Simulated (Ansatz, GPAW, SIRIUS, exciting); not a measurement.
**One calculation of In, 5 ways**

```
In
1.0
    -1.88253    1.88253    1.88253
     1.88253   -1.88253    1.88253
     1.88253    1.88253   -1.88253
In
1
Direct
  0.00000 0.00000 0.00000
```

This isn't the form of In at room conditions, which is tetragonal.

Alike in all runs: task equation of state; functional PBEsol; k mesh 10 × 10 × 10; occupations fermi-dirac, width 0.05 eV; no spin polarisation; no spin-orbit coupling.

| program and potentials | plane-wave cutoff (eV) | notes | equilibrium volume (Å³/atom) | bulk modulus (GPa) |
| --- | --- | --- | --- | --- |
| Ansatz, Ansatz PAW | 420 | potentials made for PBE, which Ansatz adapts in part | 25.77 | 41.7 |
| GPAW, PAW data sets generated for this functional | 600 | - | 25.60 | 42.5 |
| Ansatz, all-electron LAPW, scalar-relativistic | - | - | 25.78 | 41.7 |
| SIRIUS, PseudoDojo 0.4.1 PBEsol standard (scalar relativistic) | 960 | - | 25.80 | 41.9 |
| exciting, all-electron LAPW+lo, shipped species files, valence relativity iora* | - | - | 25.75 | 41.9 |

The equilibrium volume spans 25.60 (GPAW, PAW data sets generated for this functional) to 25.80 Å³/atom (SIRIUS, PseudoDojo 0.4.1 PBEsol standard (scalar relativistic)), with all-electron results at 25.75 to 25.78. The bulk modulus spans 41.7 (Ansatz, all-electron LAPW, scalar-relativistic) to 42.5 GPa (GPAW, PAW data sets generated for this functional), with all-electron results at 41.7 to 41.9. For a metal such a mesh isn't converged, which the comparison doesn't need.

The functional is the same throughout but for its coding, so the spread measures potentials, basis and numerics; runs on potential files found faulty are left out.
